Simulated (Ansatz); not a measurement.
P under strain

These are results of Ansatz 0.2.0, DFT PBEsol, scalar-relativistic, plane waves, PAW, not measurements. Settings: 420 eV cutoff, 18×18×18 k-mesh, Gaussian smearing of 0.10 eV, no spin polarisation.

Starting point, cell and atoms relaxed:

```xyz
1
Lattice="2.4216 0.0000 0.0000 0.0000 2.4216 0.0000 0.0000 0.0000 2.4216" Properties=species:S:1:pos:R:3 pbc="T T T"
P     0.0000    0.0000    0.0000
```

Deformation: shear that moves c along a by the strain times its height over the a-b plane, the cell held and the atoms relaxed, all within the symmetry that the strain leaves. Energies are extrapolated to zero smearing. Stress is positive in compression, on the Cartesian axes of the cell above.

A cell with an odd number of electrons and no spin polarisation is a metal by construction and may be lower with spin.

```tsv
strain (%)	ΔE (meV/atom)	a (Å)	b (Å)	c (Å)	σxx (GPa)	σyy (GPa)	σzz (GPa)	σyz (GPa)	σxz (GPa)	σxy (GPa)
+0.0	0.0	2.422	2.422	2.422	0.00	0.00	0.00	0.00	0.00	0.00
+1.0	0.4	2.422	2.422	2.422	-0.02	0.06	-0.01	0.00	-0.72	0.00
+2.0	1.3	2.422	2.422	2.422	-0.04	0.15	-0.01	0.00	-1.26	0.00
+3.0	2.6	2.422	2.422	2.423	-0.08	0.26	-0.04	0.00	-1.68	0.00
+4.0	4.2	2.422	2.422	2.424	-0.20	0.52	-0.14	0.00	-2.13	0.00
+6.0	8.9	2.422	2.422	2.426	-0.43	0.98	-0.36	0.00	-3.36	0.00
```

This simple cubic form isn't the element's structure at ambient conditions.